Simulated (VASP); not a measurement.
SnGe26, 54 atoms in the cell. The structure is trigonal, space group R3m (No. 160). Conventional cell: a = 12.049 Å, b = 12.049 Å, c = 29.514 Å, α = 90.00°, β = 90.00°, γ = 120.00°. Ge (site symmetry m) has 4 Ge at 2.46 Å as nearest neighbours. Around Ge (site symmetry m) lie 4 Ge at 2.46 Å. Ge (site symmetry m) is surrounded by 4 Ge at 2.46 Å. Around Ge (site symmetry m) lie 3 Ge at 2.46 Å and 1 Sn at 2.46 Å. Ge (site symmetry 1) is surrounded by 4 Ge at 2.46 Å. Around Ge (site symmetry 1) lie 4 Ge at 2.46 Å. Ge (site symmetry 3m) is surrounded by 3 Ge at 2.46 Å and 1 Sn at 2.46 Å. Ge (site symmetry m) has 4 Ge at 2.46 Å as nearest neighbours. The cell was built by a generator and needn't be a form met in nature.

| Item | Value |
| --- | --- |
| Program | VASP 6.6.1 |
| Task | relaxation of cell and atoms |
| Functional | LDA |
| Potentials or basis | VASP PAW LDA potentials, release 64 (Ge, Sn) |
| Cutoff | 350 eV |
| k mesh | 2 × 2 × 2 |
| Occupations | gaussian, width 0.05 eV |
| Spin | no spin polarisation |
| Further INCAR settings | ALGO = Normal; EDIFF = 1e-06; IBRION = 2; EDIFFG = -0.02; NSW = 40; ISIF = 3 |

Potentials or basis: VASP PAW LDA potentials, release 64 (Ge, Sn).

Command:

```console
$ cat potpaw_LDA.64/Ge/POTCAR potpaw_LDA.64/Sn/POTCAR > POTCAR
$ mpirun -np 1 vasp_std > vasp.out
```

Hardware: 1 thread of Intel(R) Xeon(R) Platinum 8559C (Emerald Rapids), on a shared host.

Problem. How long does it take, and how much memory?

Solution. Run time: 63 min on 1 thread of Intel(R) Xeon(R) Platinum 8559C (Emerald Rapids) (shared host), peak memory 0.85 GiB. Counts: scf iterations 58, k points 4, ion steps 9.
